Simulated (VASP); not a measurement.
# CuI: convergence, band structure

CuI, F-43m (no. 216), 2 atoms in the cell. PBE; PAW potentials I, Cu (PBE set). VASP 6.6.1.

Wanted: band energies at the path's corners within 0.02 eV; smallest gap over path and mesh within 0.01 eV.

What the run is for: bands; Accuracy asked: standard; Route: fixed density (ICHARG 11).

Band energies at the path's corners: counted from the valence top.

POSCAR:
```
CuI
1.0
    0.0000000000      3.0315000000      3.0315000000
    3.0315000000      0.0000000000      3.0315000000
    3.0315000000      3.0315000000      0.0000000000
I Cu
1 1
Direct
    0.0000000000      0.0000000000      0.0000000000
    0.7500000000      0.7500000000      0.7500000000
```

The series start from Plane-wave cutoff (eV): 340; k-point mesh: 5 × 5 × 5; k points a path segment: 12; Electronic threshold (eV): 1e-6; Precision mode (PREC): Accurate; Bands in all (NBANDS): 21; Aspherical gradient terms in the spheres (LASPH): yes; Highest l that the mixer handles (LMAXMIX): 4. Each series keeps the choices made before it, and each single choice may use up half of a tolerance. Times cover all steps of a run.

## Plane-wave cutoff (eV)

| Plane-wave cutoff (eV) | Band energies at the path's corners, largest deviation (eV) | Smallest gap over path and mesh (eV) | Time (s) |
|---|---|---|---|
| 240 | 0.046 | 1.182 | 21 |
| 300 | 0.003 | 1.139 | 20 |
| 340 | 0.006 | 1.136 | 41 |
| 380 | 0.004 | 1.138 | 37 |
| 470 | 0.000 | 1.141 | 53 |
| 590 (reference) | 0.000 | 1.142 | 67 |

Chosen: 380, the loosest value from which every tighter one stays within half of the tolerance.

## k-point mesh

| k-point mesh | Band energies at the path's corners, largest deviation (eV) | Smallest gap over path and mesh (eV) | Time (s) |
|---|---|---|---|
| 2 × 2 × 2 | 0.152 | 1.191 | 33 |
| 3 × 3 × 3 | 0.023 | 1.137 | 35 |
| 4 × 4 × 4 | 0.007 | 1.136 | 46 |
| 5 × 5 × 5 | 0.003 | 1.138 | 37 |
| 6 × 6 × 6 | 0.001 | 1.139 | 47 |
| 8 × 8 × 8 (reference) | 0.000 | 1.140 | 49 |

Chosen: 4 × 4 × 4.

## Electronic threshold (eV)

| Electronic threshold (eV) | Band energies at the path's corners, largest deviation (eV) | Smallest gap over path and mesh (eV) | Time (s) |
|---|---|---|---|
| 0.001 | 0.002 | 1.133 | 21 |
| 0.0001 | 0.000 | 1.135 | 22 |
| 1e-5 | 0.000 | 1.136 | 24 |
| 1e-6 | 0.000 | 1.136 | 21 |
| 1e-7 (reference) | 0.000 | 1.136 | 22 |

Chosen: 0.001.

## Precision mode (PREC)

| Precision mode (PREC) | Band energies at the path's corners, largest deviation (eV) | Smallest gap over path and mesh (eV) | Time (s) |
|---|---|---|---|
| SingleN | 0.008 | 1.139 | 9.9 |
| Normal | 0.000 | 1.133 | 9.7 |
| Accurate (reference) | 0.000 | 1.133 | 21 |

Chosen: Normal.

## Bands in all (NBANDS)

| Bands in all (NBANDS) | Band energies at the path's corners, largest deviation (eV) | Smallest gap over path and mesh (eV) | Time (s) |
|---|---|---|---|
| 11 | 0.008 | 1.126 | 7.4 |
| 12 | 0.003 | 1.128 | 8.6 |
| 13 | 0.004 | 1.128 | 8.9 |
| 15 | 0.003 | 1.130 | 9.4 |
| 21 | 0.005 | 1.133 | 9.7 |
| 31 (reference) | 0.000 | 1.133 | 15 |

Chosen: 12.

## Aspherical gradient terms in the spheres (LASPH)

| Aspherical gradient terms in the spheres (LASPH) | Band energies at the path's corners, largest deviation (eV) | Smallest gap over path and mesh (eV) | Time (s) |
|---|---|---|---|
| yes | 0.000 | 1.128 | 8.6 |
| no | 0.003 | 1.127 | 6.0 |

Chosen: yes; no would be accurate enough too and is faster here.

## Highest l that the mixer handles (LMAXMIX)

| Highest l that the mixer handles (LMAXMIX) | Band energies at the path's corners, largest deviation (eV) | Smallest gap over path and mesh (eV) | Time (s) |
|---|---|---|---|
| 4 | 0.000 | 1.128 | 8.6 |
| 2 | 0.002 | 1.128 | 7.2 |
| 6 | 0.000 | 1.128 | 9.3 |

Chosen: 4; no other choice that stays within half of the tolerance saves 30 % of the time.

Also changed on the way, by series that aren't shown: k points a path segment: 5.

## All choices together

| Input | Band energies at the path's corners, largest deviation (eV) | Smallest gap over path and mesh (eV) | Time (s) |
|---|---|---|---|
| the program's defaults (naive) | 0.006 | 1.139 | 15 |
| chosen settings | 0.014 | 1.132 | 11 |
| reference settings throughout | 0.000 | 1.144 | 343 |

The tolerance is missed in the smallest gap over path and mesh, so this input isn't good enough yet.

3 cheaper combinations failed this check first and made the worst setting one step tighter.

## The input

INCAR.step1:
```
SYSTEM = CuI
ALGO = Normal
EDIFF = 0.001
EFERMI = MIDGAP
ENCUT = 470
GGA = PE
GGA_COMPAT = .False.
ISMEAR = 0
LASPH = .True.
LCHARG = .True.
LMAXMIX = 4
LREAL = .False.
LWAVE = .False.
NBANDS = 15
NELM = 120
PREC = Normal
SIGMA = 0.03
```

INCAR.step2, as INCAR.step1 but for:
```
- LCHARG = .True.
+ ICHARG = 11
+ LCHARG = .False.
```

KPOINTS.step1:
```
Automatic mesh
0
Gamma
  4 4 4
  0 0 0
```

KPOINTS.step2:
```
path GXWKGLUWLK,UX
5
line-mode
reciprocal
 0.0000000000  0.0000000000  0.0000000000  G
 0.5000000000  0.0000000000  0.5000000000  X

 0.5000000000  0.0000000000  0.5000000000  X
 0.5000000000  0.2500000000  0.7500000000  W

 0.5000000000  0.2500000000  0.7500000000  W
 0.3750000000  0.3750000000  0.7500000000  K

 0.3750000000  0.3750000000  0.7500000000  K
 0.0000000000  0.0000000000  0.0000000000  G

 0.0000000000  0.0000000000  0.0000000000  G
 0.5000000000  0.5000000000  0.5000000000  L

 0.5000000000  0.5000000000  0.5000000000  L
 0.6250000000  0.2500000000  0.6250000000  U

 0.6250000000  0.2500000000  0.6250000000  U
 0.5000000000  0.2500000000  0.7500000000  W

 0.5000000000  0.2500000000  0.7500000000  W
 0.5000000000  0.5000000000  0.5000000000  L

 0.5000000000  0.5000000000  0.5000000000  L
 0.3750000000  0.3750000000  0.7500000000  K

 0.6250000000  0.2500000000  0.6250000000  U
 0.5000000000  0.0000000000  0.5000000000  X
```

Commands (each step's output is kept before the next begins):
```
cat potpaw_PBE.64/I/POTCAR potpaw_PBE.64/Cu/POTCAR > POTCAR
cp INCAR.step1 INCAR
cp KPOINTS.step1 KPOINTS
mpirun -np 1 vasp_std > vasp.out
cp INCAR.step2 INCAR
cp KPOINTS.step2 KPOINTS
mpirun -np 1 vasp_std > vasp.out
```

The naive input happens to agree within the tolerance here, in 15 s.

Limits: PBE gaps are mostly well below measured ones; spin-orbit coupling is off, though it shifts bands of the heavy elements by a tenth of an eV or more.

The chosen input took VASP 6.6.1 11 s on 1 core (Intel Xeon 6975P-C (Granite Rapids)), a shared host.

## An input that fails: fixed density asked without a density file

VASP's message: ERROR: charge density could not be read from file CHGCAR for ICHARG>10.

Changes against the starting input:
```
- LCHARG = True
- NELM = 120
+ LCHARG = False
+ NELM = 57
+ ICHARG = 11
```
